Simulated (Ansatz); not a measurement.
# Ionic part of the dielectric constant of NaH, mode by mode

Method: DFT PBE, scalar-relativistic, plane waves, PAW in Ansatz 0.2.0. Settings: 420 eV plane-wave cutoff, Γ-centred 12×12×10 mesh, fixed occupations. No spin polarisation. Phonons by linear response, acoustic sum rule imposed.

Space group P-6m2 (No. 187), hexagonal, a = 3.310 Å, c = 3.025 Å. Na is surrounded by 6 H at 2.44 Å; H has 6 Na at 2.44 Å.

The cell was found from a structure generator's guess, not taken from experiment.

The primitive cell has V = 28.71 Å³ and ε∞,zz = 3.123. Each polar mode adds Δε = (4.92064×10⁷/V)·S/ν² along z, with S its oscillator strength in e²/amu, ν in cm⁻¹ and V in Å³.

Q: From these modes, find each Δε and ε0,zz.
| ν (cm⁻¹) | S_zz (e²/amu) |
| --- | --- |
| 481.46 | 1.029 |

A:
```
ν (cm⁻¹)    Δε
  481.46  7.61
```

The sum is 7.61, so ε0,zz = 10.73; the run's tensor has 10.73.

Q: Where do the longitudinal modes lie for a wave vector along z?

A: At 892.46 cm⁻¹. The Lyddane–Sachs–Teller product Π(ν_LO/ν_TO)² = 3.44 agrees with ε0/ε∞ = 3.44.
